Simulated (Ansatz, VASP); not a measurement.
# CuAu in VASP and in Ansatz

INCAR

```
ALGO     = Fast           # electronic algorithm
EDIFF    = 1E-6           # SCF threshold, eV
ENCUT    = 520            # plane-wave cutoff, eV
GGA      = PE             # functional
ISIF     = 2              # what is computed and relaxed
ISMEAR   = 0              # smearing method
LASPH    = T              # aspherical terms in the spheres
LCHARG   = F              # write CHGCAR
LREAL    = F              # projectors in reciprocal space
LWAVE    = F              # write WAVECAR
NBANDS   = 18             # bands
NELM     = 60             # most SCF steps
PREC     = Accurate       # precision mode
SIGMA    = 0.15           # smearing width, eV
```

The input KPOINTS:

```
k-points
0
Gamma
  18 18 14
```

Contents of POSCAR:

```
CuAu
1.0
    2.7580000000      0.0000000000      0.0000000000
    0.0000000000      2.7580000000      0.0000000000
    0.0000000000      0.0000000000      3.6700000000
Cu Au
1 1
Direct
    0.5000000000      0.5000000000      0.5000000000
    0.0000000000      0.0000000000      0.0000000000
```

Input for Ansatz:

```yaml
crystal:
  lattice:
    - [2.758, 0.0, 0.0]
    - [0.0, 2.758, 0.0]
    - [0.0, 0.0, 3.67]
  atoms:
    - { symbol: Cu, position: [0.5, 0.5, 0.5] }
    - { symbol: Au, position: [0.0, 0.0, 0.0] }
basis:
  ecutwfc: 420
kpoints:
  mp_grid: { grid: [18, 18, 14] }
hamiltonian:
  xc: pbe
scf:
  occupations: { method: gaussian, width: 0.15 }
output:
  forces: true
  stress: true
  eigenvalues: true
```

Change from the starting cell: strain -0.015 along x and y, +0.000 along z, atoms carried along.

Alike in both runs: task single point; functional PBE; k mesh 18 × 18 × 14; occupations gaussian, width 0.15 eV; no spin polarisation.

```csv
,VASP,Ansatz
version,VASP 6.6.1,Ansatz 0.2.0
potentials or method,"VASP PAW PBE potentials, release 64 (Cu, Au)","scalar-relativistic, plane waves, PAW"
plane-wave cutoff (eV),520,420
valence electrons in the cell,22,38
```

```tsv
	VASP	Ansatz	Ansatz less VASP
gap on the k mesh at the Fermi level (eV)	none	none	-
pressure (GPa)	12.6	12.6	+0.05
largest component of the traceless stress (GPa)	1.24	1.31	+0.068
```

A gap of «none» marks a metal or a gap that the smearing closes. The two sets of potentials don't hold the same shells in valence.

Spin-orbit coupling is left out, which matters for the levels of Au.
